Molybdenum disulphide is a stack of sheets, each with a plane of molybdenum between two planes of sulphur. In the form treated here, usually called 1T, six sulphur atoms surround each molybdenum atom at the corners of an octahedron. The crystal was held at five volumes, and at each of them the atoms and the shape of the cell were free to relax. The energy over minimum says what a volume costs, and the pressure says how hard the crystal pushes back.

MoS2 (CdI2 type, P-3m1, 3 atoms per cell) at fixed volumes, with cell shape and atoms relaxed at each. Ansatz 0.2.0, r2SCAN, plane-wave PAW, scalar-relativistic, no spin polarisation, cutoff 500 eV, k mesh 18×18×8, Gaussian smearing of 0.1 eV. Energies are extrapolated to zero smearing and count from the minimum of a third-order Birch-Murnaghan fit.

```
volume per atom (Å³/atom)  energy over minimum (meV/atom)  pressure (GPa)
                   17.720                             5.7            1.86
                   18.285                             1.2            0.70
                   18.851                             0.0           -0.01
                   19.416                             0.9           -0.50
                   19.982                             2.8           -0.70
```

*At which volume is the crystal at rest?* At the middle one, 18.851 Å³ per atom, where the energy is lowest and the pressure is almost zero. Below this volume the pressure is positive, because the crystal must be held together against its push outwards. Above it the pressure is negative, which means that the crystal is under tension and pulls inwards. The −0.01 GPa left in the middle row is a remainder of the relaxation: a tension of 0.03 GPa along the stacking direction alone, averaged over three directions. The fitted minimum of the energy lies at 18.844 Å³, less than 0.01 Å³ per atom below this row.

*Do the two result columns tell the same story?* They should, since pressure is minus the slope of energy against volume. The average pressure between two neighbouring rows, times the change in volume, is therefore the work done in going from one to the other. Between the two smallest volumes this work is 4.5 meV per atom, and the energy column falls by the same amount. The columns thus check each other, although they come from the same runs and share their physical errors.

The agreement is weakest in the last step of the expansion, where the work is 2.1 meV and the energy rises by 1.9 meV per atom. Part of the reason lies in the smearing, which rounds off the occupation of the electron states at the Fermi level so that a metal can be treated on a finite mesh. The pressure belongs to the free energy of the smeared electrons, whereas the energy column is extrapolated to zero smearing. The free energy itself rises by 2.1 meV in this step, in line with the work. In the two middle steps, however, the free energy differs from the work by nearly a tenth of a meV, in the direction expected when a curved pressure is replaced by its average over an interval. Rounding in the table adds an error of similar size. The columns therefore agree to one or two tenths of a meV, and a match to the last digit is partly luck.

*Which costs more, squeezing the crystal by 6 % or stretching it by 6 %?* Squeezing costs 5.7 meV per atom and stretching only 2.8 meV, about half as much. The simplest model of an elastic solid can't produce such a difference. It gives the crystal one fixed stiffness, the bulk modulus B, which is the pressure needed per relative change in volume. The pressure then grows in proportion to the change in volume ΔV, and adding up the work gives a parabola, E = B(ΔV)²/(2V), with the same cost on either side.

The size of that parabola follows from the pressures of the two rows next to the middle one, which lie 1.131 Å³ apart:

B ≈ 18.85 Å³ × (0.70 + 0.50) GPa / 1.131 Å³ ≈ 20 GPa.

The outermost rows also lie 1.131 Å³ from the middle, so that

E ≈ 20 GPa × (1.131 Å³)² / (2 × 18.85 Å³) ≈ 0.68 GPa Å³.

One GPa Å³ is about 6.2 meV, which makes the cost 4.2 meV per atom.

No energy entered this estimate, and neither did the outermost rows. It falls short of the cost of squeezing by about a quarter and exceeds the cost of stretching by about half. Yet it lies very close to the average of the two costs. The parabola gets right what is common to both directions, and what it lacks is a term that changes sign with ΔV: a stiffness that depends on the volume.

*How strongly does the stiffness depend on the volume?* It can be read from the pressures, interval by interval, as the drop in pressure divided by the relative growth in volume. Between the two smallest volumes it is 37 GPa, and between the two largest only 7 GPa. The crystal becomes about five times softer while its volume grows by roughly a tenth. Each interval is softer than the one before, so the softening runs through the whole scan and doesn't set in at one particular volume.

A Birch–Murnaghan curve fitted to the five energies says the same in another form. Its pressure derivative, the rate at which the bulk modulus grows with pressure, is about 17, while common metals have roughly 4 to 5. This number has a simple use: if the volume grows by one per cent, the stiffness falls by about as many per cent as the derivative says. With a derivative of 4, a growth of a tenth would take away only about a third of the stiffness. The value of 17 is unusual enough to call for a physical reason, and five points don't fix it closely.

*Why does this crystal soften so fast?* It contains two very different kinds of contact. Within a sheet, molybdenum and sulphur are held by strong, partly covalent bonds. Between the sheets, sulphur faces sulphur, and both have filled shells that form no ordinary bond. When the volume changes, the weak contact gives way first, just as the softer of two springs in a row takes up most of the stretch.

The repulsion between filled shells rises steeply once they overlap, roughly as an exponential of the distance. Squeezing therefore drives the sulphur faces up a wall that becomes steeper with every step. Stretching takes them away from the wall, and only a weak attraction remains to pull them back. One soft contact thus explains both why the crystal yields easily near rest and why it stiffens quickly when pressed.

The relaxed cells support this picture. Across the scan the height c of the cell grows from 5.942 to 6.636 Å, while the in-plane edge a moves only from 3.214 to 3.23 Å. About nine tenths of the change in volume then goes into the stacking direction. The relaxation tells the same story: at 3 % compression the pressure is 4.5 GPa in the first step, before shape and atoms have adjusted, and 0.70 GPa once they have. That most of the height is gained between the sheets, and not by thickening them, is argued from the bonding.

*Why is there no band gap, and does stretching open one?* A neutral molybdenum atom has six valence electrons, and four of them go, in formal counting, to the two sulphur atoms. Two d electrons remain. The octahedron of sulphur leaves three d orbitals close together at low energy, and their bands overlap. Two electrons would fill one band, but here they spread over several, and partly filled bands make a metal.

The overlap is the height by which the band that the electrons could just fill reaches above the bottom of the next one. It shrinks from 1.26 eV at the smallest volume to 1.15 eV at the largest, a loss of 9 %. The volume therefore tunes the metal a little and comes nowhere near opening a gap. The shrinkage slows down as the crystal expands, which may mean that the fading coupling between the sheets causes it, and it continues in the last step, where a stays at 3.23 Å and only c grows. Without the heights of the sulphur atoms, though, that coupling isn't cleanly separated from changes within a sheet.

The better-known 2H form shows what does open a gap. There the six sulphur atoms sit at the corners of a trigonal prism, which splits one d band off below the others, and the two electrons fill it completely. The same atoms with the same number of electrons then make a semiconductor.

*What would change with another metal atom, or in the 2H form?* The two main results have different origins, so they respond to different changes. Zirconium has two valence electrons fewer than molybdenum, and in octahedral ZrS₂ the d bands are empty, which leaves a semiconductor. Its sheets still meet through sulphur faces, so a similar scan should again show a soft crystal that stiffens quickly under pressure. The same is expected for 2H MoS₂, which has a gap but the same kind of contact between its sheets. The metal atom and its surroundings decide about the gap, and the sulphur faces decide about the softness.

*Which digits can be trusted, and what would a better calculation change?* The smearing alone can move the energies by up to 0.2 meV per atom. At 3 % either way the table has 1.2 meV for compression and 0.9 meV for expansion, and a good part of this small difference depends on how the smearing is treated. At 6 % the two costs lie almost 3 meV apart, and their order is safe within this calculation. The softening rests on the pressures, whose last digit is not firm: the relaxation leaves the stress along c and in the plane unequal by up to 0.08 GPa. The trend is far larger than that, but the 7 GPa of the last interval comes from a drop of only 0.20 GPa and is a rough value. No runs with a higher cutoff or a denser k mesh are at hand, however, so the last digits aren't shown to be converged. Spin was also switched off, so the scan can't tell whether magnetic moments would form.

Agreement with a real crystal is a harder demand. The r2SCAN functional lacks the long-range part of the dispersion attraction, and this attraction is what helps to hold the sheets together. Adding it would most likely shorten c and make the crystal stiffer near rest. The sheets would then rest closer together, where the repulsion between their sulphur faces is steeper. The value of 20 GPa should therefore be read as the mark of a soft layered crystal and not as a prediction to two digits.

The cell sets a further limit. In the real 1T form the molybdenum atoms tend to move together into chains or clusters, which lowers the energy and rearranges the bands near the Fermi level. A cell with a single molybdenum atom forbids this, because every molybdenum atom must move exactly like its neighbours. The minimum in the table is thus the best volume of the undistorted structure, not the most stable state of the compound. A larger cell could change the answer about the metal more than the answer about the softness, since distorted sheets still meet through their sulphur faces.
